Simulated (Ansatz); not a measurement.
# Electric field gradients in Sb₂Se₃

```
Sb Se
1.0
     4.06945    0.00000    0.00000
    -2.03473    3.52425    0.00000
     0.00000    0.00000   10.53480
Sb Se
2 3
Direct
  0.33333 0.66667 0.17995
  0.66667 0.33333 0.82005
  0.00000 0.00000 0.00000
  0.33333 0.66667 0.67263
  0.66667 0.33333 0.32737
```

Atoms are numbered in the order listed.

Conventional cell: a = 4.069 Å, b = 4.069 Å, c = 10.535 Å, α = 90.00°, β = 90.00°, γ = 120.00°. Sb (atom 1) is surrounded by 6 Se at 2.82 to 3.02 Å. Se (atom 3) has 6 Sb at 3.02 Å as nearest neighbours. Around Se (atom 4) lie 3 Sb at 2.82 Å.

The cell was built from the La2O3 type and relaxed in the same program, and has space group P-3m1; it needn't be a known or the stable phase.

Levels of theory: DFT, PBE, all-electron PAW with datasets made for the crystal, scalar-relativistic (Ansatz 0.2.0); DFT, PBE, PAW with Ansatz's default frozen-core files, scalar-relativistic (Ansatz 0.2.0).

For the crystal-made all-electron datasets (AE datasets): a Γ-centred 8×8×5 k mesh, Fermi–Dirac smearing of 0.03 eV, cutoff 160 eV (chosen by the program for this cell), no spin polarisation. PAW takes a cutoff of 420 eV at this cell. The Ansatz runs share mesh, smearing and spin set-up.

No spin–orbit coupling: at heavy atoms the gradients can be off by tens of per cent for that reason.

Vzz is the principal value of largest size of the traceless field-gradient tensor, in 10²¹ V/m², and η = (Vxx − Vyy)/Vzz with |Vzz| ≥ |Vyy| ≥ |Vxx|.

Q: Give the field gradient at each independent site.

A: 
| site | site symmetry | Vzz (η), AE datasets | Vzz (η), PAW |
| --- | --- | --- | --- |
| Sb1 | 3m. | -1.44 (η = 0.00) | -1.43 (η = 0.00) |
| Se3 | -3m. | 9.55 (η = 0.00) | 9.45 (η = 0.00) |
| Se4 | 3m. | -4.07 (η = 0.00) | -4.02 (η = 0.00) |

Q: By the crystal-made datasets, how do the electrostatic potential and the contact density differ between Se3 and Se4?

A: At Se4 the potential is +0.13 V and the contact density +3.41 e/Å³ against Se3.
